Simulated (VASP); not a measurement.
Input of a VASP 6.6.1 run:

Contents of INCAR:

```
SYSTEM = PbSe
  ADDGRID = .False.
  ALGO = Normal
  EDIFF = 1E-8
  ENCUT = 900
  GGA = PS
  ISIF = 2
  ISMEAR = 0
  LASPH = .True.
  LCHARG = .False.
  LREAL = .False.
  LWAVE = .False.
  NELM = 100
  PREC = Accurate
  SIGMA = 0.02
```

Contents of KPOINTS:

```
k-points
0
Gamma
  9 9 9
  0 0 0
```

Contents of POSCAR:

```
PbSe
1.0
    3.7843220000      0.0000000000      0.0000000000
    0.0000000000      3.7843220000      0.0000000000
    0.0000000000      0.0000000000      3.7843220000
Pb Se
1 1
Direct
    0.0000000000      0.0000000000      0.0000000000
    0.5000000000      0.5000000000      0.5000000000
```

Potentials or basis: VASP PAW PBE potentials, release 64 (Pb_d, Se).

The run is started by

```bash
$ cat potpaw_PBE.64/Pb_d/POTCAR potpaw_PBE.64/Se/POTCAR > POTCAR
$ mpirun -np 1 vasp_std > vasp.out
```

(1) Predict the pressure.

(2) Estimate the band gap on the k mesh.

Answers

(1) -2.8 GPa.

(2) none (metal or under the smearing width).

Caveat: the PAW data sets were made with another functional, which shifts forces and pressure a little.
